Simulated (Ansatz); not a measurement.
# BiTe: the cost of one run

Method: DFT PBEsol, scalar-relativistic, plane waves, PAW, in Ansatz 0.2.0.

1 further run of the same task is left out (set aside as unsound or not needed).

**1. The starting structure**

It takes space group R-3m (No. 166, trigonal). The conventional cell has a = 4.798 Å, b = 4.798 Å, c = 9.585 Å, α = 90.00°, β = 90.00°, γ = 120.00°. Around Bi (site symmetry -3m) lie 6 Te at 3.20 Å. Te (site symmetry -3m) is surrounded by 6 Bi at 3.20 Å.

Structure file:

```cif
data_structure
_symmetry_space_group_name_H-M 'P 1'
_symmetry_Int_Tables_number 1
_cell_length_a 4.2289
_cell_length_b 4.2289
_cell_length_c 4.2289
_cell_angle_alpha 69.130
_cell_angle_beta 69.130
_cell_angle_gamma 69.130
_cell_volume 63.71
loop_
_atom_site_label
_atom_site_type_symbol
_atom_site_fract_x
_atom_site_fract_y
_atom_site_fract_z
_atom_site_occupancy
Bi1 Bi 0.50000 0.50000 0.50000 1
Te1 Te 0.00000 0.00000 0.00000 1
```

It goes back to an entry of the Materials Project, which need not be the stable form.

This cell was relaxed beforehand with the same method: volume 31.86 Å³/atom, gap on the mesh none (metal).

**2. Electronic structure at the relaxed geometry**

Contents of input.yaml:

```yaml
crystal:
  lattice:
    - [2.3992465536, 1.3852056436, 3.1951106378]
    - [-2.3992465536, 1.3852056436, 3.1951106378]
    - [0.0, -2.7704112871, 3.1951106378]
  atoms:
    - { symbol: Bi, position: [0.5, 0.5, 0.5] }
    - { symbol: Te, position: [0.0, 0.0, 0.0] }
basis:
  ecutwfc: 420
kpoints:
  mp_grid: { grid: [12, 12, 12] }
  band_path:
    path:
      - [[0.0, 0.0, 0.0], [0.5, 0.5, 0.5], [0.70802919, 0.29197081, 0.5]]
      - [[0.5, -0.29197081, 0.29197081], [0.5, 0.0, 0.0], [0.0, 0.0, 0.0], [0.39598541, -0.39598541, 0.0]]
      - [[0.60401459, 0.0, 0.39598541], [0.5, 0.0, 0.5], [0.0, 0.0, 0.0]]
    npoints: 14
hamiltonian:
  xc: pbesol
scf:
  occupations: { method: gaussian, width: 0.1 }
  n_extra_bands: 6
output:
  forces: true
  stress: true
  eigenvalues: true
  populations: true
  dos: { projected: true, de: 0.02, nscf_kmesh: { grid: [18, 18, 18] } }
  bader: true
  write_density: true
  write_potential: true
  elf: true
  volumetric_format: npy
```

On the command line:

```
$ ansatz run input.yaml --threads 1 --pin off --max-ram 2560MiB --backend cpu --events-out ev --progress --plain --runs-dir out
```

Q: Estimate wall time and peak memory on 1 thread of Arm Neoverse V2, shared host.

About 49 s, with a peak of 0.69 GiB.
